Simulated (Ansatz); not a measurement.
**Titanium, simple cubic under PBE: structure, energy and stiffness**

What does PBE give for titanium in the simple cubic structure? We relax it, solve it on a dense k-mesh, switch on spin-orbit coupling, then scale the cell to 7 volumes from 88 to 112 % of the relaxed one and try a fit of the equation of state. The k-meshes are 12×12×12 for the relaxation; 19×19×19 for the dense run; 12×12×12 for spin-orbit coupling; 13×13×13 for the volumes.

This is Ti in the simple cubic structure; at room conditions it is hcp.

Program: Ansatz 0.2.0. Level of theory: DFT PBE, plane waves (420 eV) with PAW, scalar-relativistic. These are calculated values, not measurements.

### Step 1. The system as given

Symmetry: Pm-3m, No. 221, cubic system. Conventional cell: a = 2.672 Å, b = 2.672 Å, c = 2.672 Å, α = 90.00°, β = 90.00°, γ = 90.00°. Around Ti (site symmetry m-3m) lie 6 Ti at 2.67 Å.

Structure file:

```
Ti
1.0
     2.67171    0.00000    0.00000
     0.00000    2.67171    0.00000
     0.00000    0.00000    2.67171
Ti
1
Direct
  0.00000 0.00000 0.00000
```

### Step 2. Relaxation of the cell

The input, input.yaml:

```yaml
crystal:
  lattice:
    - [2.6717143674, 0.0, 0.0]
    - [0.0, 2.6717143674, 0.0]
    - [0.0, 0.0, 2.6717143674]
  atoms:
    - { symbol: Ti, position: [0.0, 0.0, 0.0] }
hamiltonian:
  xc: pbe
  pseudopotentials:
    kind: paw
    azcp:
      Ti: "pseudopotentials/Ti.paw.azcp"
basis:
  ecutwfc: 420
  fft_grid_basis: typed
kpoints:
  mp_grid: { grid: [12, 12, 12], shift: [0, 0, 0] }
magnetization:
  spin_polarized: false
scf:
  occupations: { method: fermi_dirac, width: 0.1 }
relax:
  max_steps: 60
  f_tol: 0.01
  cell: {}
```

The run is started by

```bash
$ ansatz run input.yaml --threads 1 --pin off --max-ram 3584MiB --backend cpu --events-out ev --progress --plain --runs-dir out
```

Further steps of the session: The energy on a finer k-mesh; A two-component run at the same geometry; The cell scaled to 88 % of its volume; The cell scaled to 92 % of its volume; The cell scaled to 96 % of its volume; The cell scaled to 100 % of its volume; The cell scaled to 104 % of its volume; The cell scaled to 108 % of its volume; The cell scaled to 112 % of its volume.

Q: Predict the outcome of this session. Wanted: space group; conventional cell; volume; shortest distance; gap on the mesh; relative to hcp; V₀, B₀, B₀′.

**Answer**, as computed:

| quantity | value |
| --- | --- |
| space group (spins left aside) | Pm-3m (No. 221) |
| conventional cell | a = 2.645 Å |
| volume | 18.504 Å³/atom |
| shortest distance | 2.645 Å |
| gap on the mesh | none (levels filled in part) |
| relative to hcp | +839 meV/atom |
| V₀, B₀, B₀′ | 18.421 Å³/atom, 80 GPa, 3.5 |

In words: The relaxation shrank the cell by 3.0 % in volume. It lies 839 meV/atom above the element's reference form at the same level (hcp, from a run of its own), so it is far from stable. Levels at the Fermi energy are filled in part, as in a metal. The total energy of the spin-orbit run (on a coarser mesh) lies -64 meV/atom from the scalar one; mesh and treatment of the core enter this figure, so it is no spin-orbit energy. The fitted modulus is 80 GPa. The symmetry was held, so the structure may be unstable against distortions that break it.
